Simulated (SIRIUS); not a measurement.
Write the native input for SIRIUS 7.12.0 that does the following.

- Task: single point
- Functional: revPBE
- Potentials or basis: PseudoDojo 0.4.1 PBE standard (scalar relativistic)
- Cutoff: 915 eV
- Density cutoff: 3659 eV
- k mesh: 9 × 9 × 5
- Occupations: fermi-dirac, width 0.05 eV
- Spin: no spin polarisation
- Libxc names: ["XC_GGA_X_PBE_R", "XC_GGA_C_PBE"]
- Energy tol: 1e-08 Ha
- Density tol: 1e-06
- Mixer: anderson
- Mixing beta: 0.7
- Max scf: 100
- Radial cutoff for the potentials' integrals: 6.5 bohr

Zr:

```
Zr
1.0
     3.23200    0.00000    0.00000
    -1.61600    2.79899    0.00000
     0.00000    0.00000    5.14700
Zr
2
Direct
  0.66667 0.33333 0.75000
  0.33333 0.66667 0.25000
```

These files were run (other wordings do the same):

sirius.json

```json
{
  "control": {
    "processing_unit": "cpu",
    "verbosity": 2,
    "num_bands_to_print": 20,
    "print_forces": true,
    "print_stress": true
  },
  "parameters": {
    "electronic_structure_method": "pseudopotential",
    "xc_functionals": ["XC_GGA_X_PBE_R", "XC_GGA_C_PBE"],
    "gk_cutoff": 8.2,
    "pw_cutoff": 16.4,
    "ngridk": [9, 9, 5],
    "shiftk": [0, 0, 0],
    "smearing": "fermi_dirac",
    "smearing_width": 0.0018374661,
    "num_bands": 20,
    "num_mag_dims": 0,
    "num_dft_iter": 100,
    "energy_tol": 1e-08,
    "density_tol": 1e-06
  },
  "iterative_solver": {
    "type": "davidson",
    "min_tolerance": 1e-10
  },
  "mixer": {
    "type": "anderson",
    "beta": 0.7,
    "max_history": 8
  },
  "settings": {
    "tol_ne": 1e-10,
    "pseudo_grid_cutoff": 6.5
  },
  "unit_cell": {
    "lattice_vectors": [
      [6.10759483479, 0.0, 0.0],
      [-3.053797417395, 5.289332282892, 0.0],
      [0.0, 0.0, 9.726420363449]
    ],
    "atom_coordinate_units": "lattice",
    "atom_types": ["Zr"],
    "atom_files": {
      "Zr": "Zr.json"
    },
    "atoms": {
      "Zr": [
        [0.6666666667, 0.3333333333, 0.75],
        [0.3333333333, 0.6666666667, 0.25]
      ]
    }
  }
}
```

Potentials or basis: PseudoDojo 0.4.1 PBE standard (scalar relativistic).

Run with:

```console
$ upf_to_json Zr.upf
$ OMP_NUM_THREADS=1 sirius.scf --input=sirius.json --output=out.json --task=0
```

It gave:

| Property | Result |
| --- | --- |
| Pressure | 2.2 GPa |
| Band gap on the k mesh | none (metal or under the smearing width) |

Caveat: the potentials were made for another functional, which shifts forces and pressure.

Run time: 26 s on 1 thread of Intel(R) Xeon(R) 6975P-C (Granite Rapids) (shared host), peak memory 0.27 GiB.
